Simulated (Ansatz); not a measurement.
## TiTe2: band structure with PBE

TiTe2:

```xyz
3
Lattice="3.7770 0.0000 0.0000 -1.8885 3.2710 0.0000 0.0000 0.0000 6.4980" Properties=species:S:1:pos:R:3 pbc="T T T"
Te    0.0000    2.1807    4.7903
Te    1.8885    1.0903    1.7077
Ti    0.0000    0.0000    0.0000
```

```
Program                             : Ansatz 0.2.0
Task                                : band structure
Functional                          : PBE
Potentials or basis                 : Ansatz PAW
Cutoff                              : 420 eV (not typed: the program's choice for these potentials)
k mesh                              : 6 × 6 × 3
Occupations                         : fermi-dirac, width 0.05 eV
Spin                                : spin-orbit coupling, no magnetisation
Path                                : [["G", "M", "K", "G", "A", "L", "H", "A"], ["L", "M"], ["K", "H"]]
Points for each segment of the path : 14
```

```yaml
Pressure: 0.9 GPa
Largest_force: 0.030 eV/Å
Band_gap_on_the_k_mesh: none (metal or under the smearing width)
```

Forces on the atoms (eV/Å):
```
Te   0.000  0.000  0.030
Te   0.000  0.000 -0.030
Ti   0.000  0.000  0.000
```

Stress tensor (GPa, compression positive):
```
0.83 0.00 0.00
0.00 0.83 0.00
0.00 0.00 1.05
```

Levels at the corners of the path, in eV from the Fermi level:
| point | band 41 | band 42 | band 43 | band 44 | band 45 | band 46 | band 47 | band 48 |
| --- | --- | --- | --- | --- | --- | --- | --- | --- |
| Γ | 0.34 | 0.34 | 0.41 | 0.41 | 0.42 | 0.42 | 1.12 | 1.12 |
| M | -1.73 | -1.73 | -1.11 | -1.11 | 0.02 | 0.02 | 1.16 | 1.16 |
| K | -2.33 | -2.33 | -2.18 | -2.18 | 0.98 | 0.98 | 1.40 | 1.40 |
| Γ | 0.34 | 0.34 | 0.41 | 0.41 | 0.42 | 0.42 | 1.12 | 1.12 |
| A | 0.40 | 0.40 | 0.40 | 0.40 | 0.40 | 0.40 | 1.02 | 1.02 |
| L | -1.14 | -1.14 | -0.48 | -0.48 | -0.26 | -0.26 | 1.16 | 1.16 |
| H | -1.74 | -1.74 | -1.66 | -1.66 | 0.97 | 0.97 | 0.99 | 0.99 |
| A | 0.40 | 0.40 | 0.40 | 0.40 | 0.40 | 0.40 | 1.02 | 1.02 |
| L | -1.14 | -1.14 | -0.48 | -0.48 | -0.26 | -0.26 | 1.16 | 1.16 |
| M | -1.73 | -1.73 | -1.11 | -1.11 | 0.02 | 0.02 | 1.16 | 1.16 |
| K | -2.33 | -2.33 | -2.18 | -2.18 | 0.98 | 0.98 | 1.40 | 1.40 |
| H | -1.74 | -1.74 | -1.66 | -1.66 | 0.97 | 0.97 | 0.99 | 0.99 |

It took 38 s on 2 threads of AMD EPYC 9R14 (Zen 4), on a shared host, peak memory 0.87 GiB.

Caveat: this functional lacks dispersion, which binds the layers, so the pressure and a relaxed spacing across them are unreliable.
